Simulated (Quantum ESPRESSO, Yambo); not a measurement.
# SiC (F-43m): G0W0 with Yambo, start to end, part 3 of 3

Wanted: ground state, empty states, screening and self-energy for SiC (F-43m).

Quantum ESPRESSO 7.5 and Yambo 5.3.0; PBE and many-body steps on it, plane waves. Known limits of the many-body steps: not at the basis limit.

So far. Step 3 (Bands along the symmetry lines): The gap is 1.361 eV, as in the run before at this level. Step 4 (Empty states on the mesh, 8×8×8 mesh, 248 bands): On this mesh the gap is 1.361 eV.

## 6. Screening and self-energy, 8×8×8 mesh, 248 bands, screening to 353.7 eV

Now the one-shot GW correction: screening in the RPA, then the self-energy of the levels asked for.

This step: G0W0 on PBE, plane waves, norm-conserving pseudopotentials.

Contents of gw3.in:

```
HF_and_locXC
gw0
dyson
ppa
em1d
rim_cut
RandQpts= 1000000
RandGvec= 1 RL
EXXRLvcs= 74 Ry
VXCRLvcs= 296 Ry
Chimod= "HARTREE"
% BndsRnXp
 1 | 248 |
%
NGsBlkXp= 26 Ry
% LongDrXp
 1 | 1 | 1 |
%
% GbndRnge
 1 | 248 |
%
DysSolver= "n"
ExtendOut
PPAPntXp= 27.21138 eV
% QPkrange
 1 | 1 | 3 | 6 |
 21 | 21 | 3 | 6 |
%
```

Started as:

```console
$ OMP_NUM_THREADS=1 mpirun -n 8 yambo -F gw3.in -J gw3 -C gw3 > gw3.log
```

Output:

```text
 Yambo, version 5.3.0

 [02] CORE Variables Setup
 =========================

  [... cell, symmetries and grids as in the set-up ...]

  [02.05] Energies & Occupations
  ==============================

  [X] === General ===
  [X] Electronic Temperature                        :  0.000000  0.000000 [eV K]
  [X] Bosonic    Temperature                        :  0.000000  0.000000 [eV K]
  [X] Finite Temperature mode                       : no
  [X] El. density                                   :  0.38662E+24 [cm-3]
  [X] Fermi Level                                   :  9.496070 [eV]

  [X] === Gaps and Widths ===
  [X] Conduction Band Min                           :  1.361356 [eV]
  [X] Valence Band Max                              :  0.000000 [eV]
  [X] Filled Bands                                  :   4
  [X] Empty Bands                                   :    5  248
  [X] Direct Gap                                    :  4.552961 [eV]
  [X] Direct Gap localized at k                     :  21
  [X] Indirect Gap                                  :  1.361356 [eV]
  [X] Indirect Gap between kpts                     :   1  21
  [X] Last valence band width                       :  4.691455 [eV]
  [X] 1st conduction band width                     :  5.721867 [eV]

 [03] Transferred momenta grid and indexing
 ==========================================

 IBZ Q-points                                      :  29
 BZ  Q-points                                      :   512

 K/Q-points units:
 rlu = crystal or reduced units; cc = cartesian coordinates; iku = interal k-units

 Q [ 1]         [rlu]:  0.000000  0.000000  0.000000
 Q [ 2]         [rlu]: -0.43259E-17 -0.43259E-17  0.12500
 Q [ 3]         [rlu]: -0.86518E-17 -0.86518E-17  0.25000
 Q [ 4]         [rlu]:  0.15249E-16 -0.12507E-16  0.37500
 Q [ 5]         [rlu]:  0.17304E-16  0.17304E-16 -0.50000
 Q [ 6]         [rlu]:  0.11797E-17  0.12500      0.12500
 Q [ 7]         [rlu]:  0.47690E-17  0.12500      0.25000
 Q [ 8]         [rlu]: -0.86518E-17  0.12500      0.37500
 Q [ 9]         [rlu]:  0.47861E-16  0.12500      0.50000
 Q [10]         [rlu]: -0.19076E-16  0.12500     -0.37500
     [... 17 further rows ...]
 Q [28]         [rlu]:  0.125000 -0.500000 -0.375000
 Q [29]         [rlu]:  0.250000 -0.500000 -0.250000

 [04] Coloumb potential Random Integration (RIM)
 ===============================================

  [04.01] RIM initialization
  ==========================

  * Diagonal components only detected *

  8 x (sBL volume)        :  0.027756 [a.u.]
  sBZ random points       :  1000000
  Points outside the sBZ  :   7996195
  RL volume               :  1.776402 [a.u.]
  Integrated volume       :  1.777248 [a.u.]

  [04.02] RIM integrals
  =====================

  Gamma point sphere radius             :  0.054921 [a.u.]
  Points outside the sphere             :   799659
  [Int_sBZ(q=0) 1/q^2]*(Vol_sBZ)^(-1/3) =:  7.764404
                                 should be <:  7.795600

  Summary of Coulomb integrals for non-metallic bands |Q|[au] RIM/Bare

  Q [1] 0.100000E-4 0.995998 * Q [2] 0.165183 1.065683
  Q [6] 0.190736 1.063731 * Q [12] 0.269742 1.025994
  Q [7] 0.316301 1.019604 * Q [3] 0.330365 1.017314
  Q [13] 0.381473 1.013697 * Q [11] 0.415701 1.010763
  Q [22] 0.426500 1.010819 * Q [8] 0.467207 1.008998
  Q [14] 0.495548 1.008132 * Q [4] 0.495548 1.008039
  Q [17] 0.539484 1.006539 * Q [23] 0.564206 1.006359
  Q [10] 0.572209 1.005799 * Q [18] 0.572209 1.006174
  Q [25] 0.603162 1.005623 * Q [9] 0.625371 1.005248
  Q [15] 0.632601 1.005143 * Q [5] 0.660731 1.004425
  Q [19] 0.681065 1.004496 * Q [16] 0.681065 1.004220
  Q [27] 0.687710 1.004193 * Q [24] 0.713671 1.003899
  Q [26] 0.732537 1.003974 * Q [21] 0.762946 1.003552
  Q [28] 0.786427 1.003415 * Q [20] 0.809226 1.003109
  Q [29] 0.853000 1.003005

 [05] Dipoles
 ============

  [05.01] Setup: observables and procedures
  =========================================

 [06] Dynamic Dielectric Matrix (PPA)
 ====================================

 [SLK-Inversion]  Pools        :  2
 [SLK-Inversion]  BLACS grid   :  2  2

 [WR./gw3//ndb.pp]---------------------------------------------------------------
  Brillouin Zone Q/K grids (IBZ/BZ)                :    29   512    29   512
  RL vectors                                       :  2085 [WF]
  Coulomb cutoff potential                         : none
  Electronic Temperature                           :  0.000000 [K]
  Bosonic    Temperature                           :  0.000000 [K]
  PPA    diel. fun.  energies                      : Perdew, Burke & Ernzerhof(X)+Perdew, Burke & Ernzerhof(C)
  wavefunctions                                    : Perdew, Burke & Ernzerhof(X)+Perdew, Burke & Ernzerhof(C)
  Global Gauge                                     : length
  X matrix size                                    :   339
  X band range                                     :    1  248
  X e/h energy range                               : -1.000000 -1.000000 [eV]
  X Time ordering                                  : R
  X Hxc Kernel                                     : HARTREE
  X Drude frequency                                :  0.000000  0.000000
  X poles                                          :  100.0000 [o/o]
  RL vectors in the sum                            :  2085
  [r,Vnl] included                                 : yes
  Field direction                                  :  0.577350E-5  0.577350E-5  0.577350E-5
  BZ energy Double Grid                            : no
  BZ energy DbGd points                            : 0
  BZ Q point size factor                           : -1.000000
  X Optical Averaged directions                    : none

 [07] Local Exchange-Correlation + Non-Local Fock
 ================================================

 [VXC] Plane waves :  12039
 [EXS] Plane waves :  1471

 QP @ state[ 1 ] K range:  1  1
 QP @ state[ 1 ] b range:   3   6
 QP @ state[ 2 ] K range:  21  21
 QP @ state[ 2 ] b range:   3   6

 [xc] Functional : Perdew, Burke & Ernzerhof(X)+Perdew, Burke & Ernzerhof(C)
 [xc] LIBXC used to calculate xc functional
  PP Number of Atomic Species                      :  2
  NLCC RL compoments                               :  12039
  PP Number of Atomic Species                      :  2
  NLCC RL compoments                               :  12039

 [xc] E_xc :  -3.046599 [Ha]
      E_xc :  -6.093199 [Ry]

  Local XC kind (lXC) : Perdew, Burke & Ernzerhof(X)+Perdew, Burke & Ernzerhof(C)
  Non-Local XC kind (nlXC) : Hartree-Fock

  Corrections @ K [1] :  [eV]
 <3|nlXC|3> = -17.48595  0.85885E-17 <3|lXC|3> = -14.92695  0.18882E-15
 <4|nlXC|4> = -17.48597  0.13922E-16 <4|lXC|4> = -14.92695  0.37763E-15
 <5|nlXC|5> = -7.612551 -0.79489E-18 <5|lXC|5> = -13.21444  0.37763E-15
 <6|nlXC|6> = -5.874987  0.24007E-17 <6|lXC|6> = -11.32898 -0.70808E-16

  Corrections @ K [21] :  [eV]
 <3|nlXC|3> = -17.35722  0.21913E-16 <3|lXC|3> = -13.56626 -0.94408E-16
 <4|nlXC|4> = -17.35722  0.14438E-16 <4|lXC|4> = -13.56626 -0.14161E-15
 <5|nlXC|5> = -6.473980  0.11082E-17 <5|lXC|5> = -10.50968 -0.17689E-16
 <6|nlXC|6> = -6.026423 -0.19547E-17 <6|lXC|6> = -10.77241 -0.16521E-15

 [08] Dyson equation: Newton solver
 ==================================

  [08.01] G0W0 (W PPA)
  ====================

  [  GW  ] Bands range     :    1  248
  [GW/PPA] G damping       :  0.100000 [eV]

  QP @ state[ 1 ] K range:  1  1
  QP @ state[ 1 ] b range:   3   6
  QP @ state[ 2 ] K range:  21  21
  QP @ state[ 2 ] b range:   3   6

   Sc/G bands                                       :    1  248
   Sc/G damping                                     :  0.100000 ev
   Sc bands terminator                              : no
   Sx RL components                                 :  1471

   QP @ state[ 1 ] K range                          :  1  1
   QP @ state[ 1 ] b range                          :   3   6
   QP @ state[ 2 ] K range                          :  21  21
   QP @ state[ 2 ] b range                          :   3   6
   GF energies kind                                 : Perdew, Burke & Ernzerhof(X)+Perdew, Burke & Ernzerhof(C)
   GF WF`s kind                                     : Perdew, Burke & Ernzerhof(X)+Perdew, Burke & Ernzerhof(C)
   Xs energies kind                                 : Perdew, Burke & Ernzerhof(X)+Perdew, Burke & Ernzerhof(C)
   Xs WF`s kind                                     : Perdew, Burke & Ernzerhof(X)+Perdew, Burke & Ernzerhof(C)

 [11] Game Over & Game summary
```

The job ended after 25 min (8 MPI ranks of Arm Neoverse V1, shared host; peak memory 4.6 GiB).

This step gave:

```yaml
g0w0_gap_on_the_points_computed: 2.177 eV
starting_gap_on_the_mesh: 1.361 eV
k_of_the_valence_top: 0, 0, 0
k_of_the_conduction_bottom: 0, -0.5, -0.5
least_direct_g0w0_gap_on_the_computed_points: 5.644 eV
z_at_the_valence_top: 0.7952
z_at_the_conduction_bottom: 0.8228
```

The gap on the mesh goes from 1.36 eV to 2.18 eV, a correction of +0.82 eV.

Limits: finite bands, cutoff and mesh. v1 is the top filled band, c1 the lowest empty one. Levels before and after the correction, in eV, zero at the valence-band top of each column:

|  | conduction bottom | valence top |
| --- | --- | --- |
| Kohn-Sham | 1.36 | 0.00 |
| G0W0 | 2.18 | 0.00 |

|  | level | energy (eV) |
| --- | --- | --- |
| Kohn-Sham | Γ v2-v1 | 0.000 |
| Kohn-Sham | Γ c1 | 6.223 |
| Kohn-Sham | Γ c2 | 7.311 |
| Kohn-Sham | (0 -0.5 -0.5) v2-v1 | -3.192 |
| Kohn-Sham | (0 -0.5 -0.5) c1 | 1.361 |
| Kohn-Sham | (0 -0.5 -0.5) c2 | 4.333 |
| G0W0 | Γ v2-v1 | 0.000 |
| G0W0 | Γ c1 | 7.159 |
| G0W0 | Γ c2 | 8.288 |
| G0W0 | (0 -0.5 -0.5) v2-v1 | -3.467 |
| G0W0 | (0 -0.5 -0.5) c1 | 2.177 |
| G0W0 | (0 -0.5 -0.5) c2 | 5.320 |

## 7. Where the time went

Times are wall times on the hardware named with each run, good to a factor of about two.

| step | time | share | memory (GiB) |
| --- | --- | --- | --- |
| ground state | 1.6 s | 0 % | 0.05 |
| bands along the symmetry lines | 1.3 s | 0 % | 0.05 |
| empty states on the mesh | 26 s | 2 % | 0.53 |
| conversion and set-up | 2.5 s | 0 % | 0.24 |
| screening and self-energy | 25 min | 98 % | 4.6 |

## 8. What came out

| Quantity | Value |
| --- | --- |
| PBE gap | 1.36 eV, indirect |
| G0W0 gap on the mesh | 2.18 eV |
| GW settings | 8×8×8 mesh, 248 bands, screening to 353.7 eV, Godby-Needs plasmon pole |
| known limits | not at the basis limit |

In words: G0W0 moves the gap on the mesh from 1.36 eV to 2.18 eV (+0.82 eV), with Z of 0.80 and 0.82 at the edges. Only 2 of the mesh's irreducible points were corrected, so a valley elsewhere could overtake. The dearest step here is «screening and self-energy». Against experiment, by G0W0@PBE: the gap of 2.18 eV lies −0.22 eV from the measured 2.4 eV (indirect, 2018); the gap of 2.18 eV lies −0.21 eV from the measured 2.39 eV (kind not stated, quoted 2020). The calculation has static nuclei and no excitons; a measured gap holds zero-point and thermal motion, which mostly lowers it. Bands and cutoff are finite, so the gap is not at the basis limit. The miss can reach some tenths of an eV and take either sign; the mesh is an error of its own. In the G0W0 run levels were corrected at 2 k points alone, so a gap called «on the mesh» is the least over those, and an edge elsewhere would be missed.

[Paths, hosts, dates, memory and timing lines, banners, echoed tables and standing remarks are left out of the program output.]

[Logs are printed without paths, hosts, clocks, repeated set-up lines and the standing remarks that a program may print on its own settings, such as how far it seeks lower states.]

[Runs of the session that timed out or met a known fault of the program may be left out.]

[Hosts, paths, dates, database ids (printed as entryN), source tags and the programs' standing remarks are cut or masked in the printed files.]
